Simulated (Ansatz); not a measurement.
Runs of Ansatz 0.2.0 on Co. The cell holds a slab with vacuum, 7 atoms: a = 2.540 Å, b = 2.540 Å, c = 25.774 Å, α = 90.00°, β = 90.00°, γ = 90.00°. 

| spin | gap on the mesh (eV) | moment (μB) | largest force (eV/Å) | work function (eV) |
| --- | --- | --- | --- | --- |
| off | none | - | 1.33 | (a) |
| collinear, ferromagnetic start | none | 12.39 | 0.74 | 4.59 |
| collinear, random start | none | 12.39 | 0.74 | 4.59 |
| collinear, antiferromagnetic start | none | 12.39 | 0.74 | 4.59 |
| collinear, ferrimagnetic start | none | 12.39 | 0.74 | 4.59 |

Alike in all rows: task single point; level PBE; potentials or basis Ansatz PAW; cell the (1 0 0) slab of Co, cut from the database cell, not relaxed; k mesh 10 × 10 × 1; cutoff (eV) 420; smearing fermi-dirac 0.05 eV.

Estimate the missing entries.

(a) 4.95.

Caveats: the cell was measured hot, at 1300 K; the starting moments weren't kept (some runs).

A gap of «none» marks a metal or a gap under the smearing width.
